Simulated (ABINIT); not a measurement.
The system is Te.

```
CELL_PARAMETERS angstrom
4.45400 0.00000 0.00000
-2.22700 3.85728 0.00000
0.00000 0.00000 5.92400
ATOMIC_POSITIONS crystal
Te 0.73100 0.73100 0.00000
Te 0.00000 0.26900 0.66667
Te 0.26900 0.00000 0.33333
```

* Program: ABINIT 10.8.3 (patched build)
* Task: relaxation of cell and atoms
* Functional: LDA
* Potentials or basis: PseudoDojo NC SR LDA v0.4.1 standard
* Cutoff: 1088 eV
* k mesh: 5 × 5 × 4
* Occupations: fermi-dirac, width 0.05 eV
* Spin: no spin polarisation

At the start: pressure -1.8 GPa; volume 33.93 Å³/atom.

Problem. Where does the relaxation end?

Solution. Over 13 steps the energy falls by 18.5 meV/atom and the volume is 31.50 Å³/atom (-7.2 %); space group P3_121 (No. 152, to 0.05 Å).

The path:
| step | energy change (eV) | largest force (eV/Å) | pressure (GPa) | volume (Å³) |
| --- | --- | --- | --- | --- |
| 1 | 0.0000 | 0.0802 | -1.79 | 101.78 |
| 2 | -0.0061 | 0.1032 | -1.56 | 101.22 |
| 3 | -0.0280 | 0.2618 | 0.34 | 97.10 |
| 4 | -0.0305 | 0.2456 | 0.30 | 97.02 |
| 5 | -0.0538 | 0.0184 | 0.25 | 94.52 |
| 6 | -0.0544 | 0.0154 | 0.00 | 94.73 |
| 7 | -0.0545 | 0.0224 | -0.03 | 94.69 |
| 8 | -0.0547 | 0.0309 | -0.06 | 94.62 |
| 9 | -0.0551 | 0.0337 | -0.08 | 94.54 |
| 10 | -0.0554 | 0.0237 | -0.07 | 94.47 |
| 11 | -0.0556 | 0.0077 | -0.03 | 94.47 |
| 12 | -0.0556 | 0.0005 | 0.00 | 94.49 |
| 13 | -0.0556 | 0.0000 | 0.00 | 94.49 |

Final structure:
```
Te
1.0
     4.28790    0.00000    0.00000
    -2.14395    3.71343    0.00000
     0.00000    0.00000    5.93451
Te
3
Direct
  0.71541 0.71541 0.00000
  0.00000 0.28459 0.66667
  0.28459 0.00000 0.33333
```
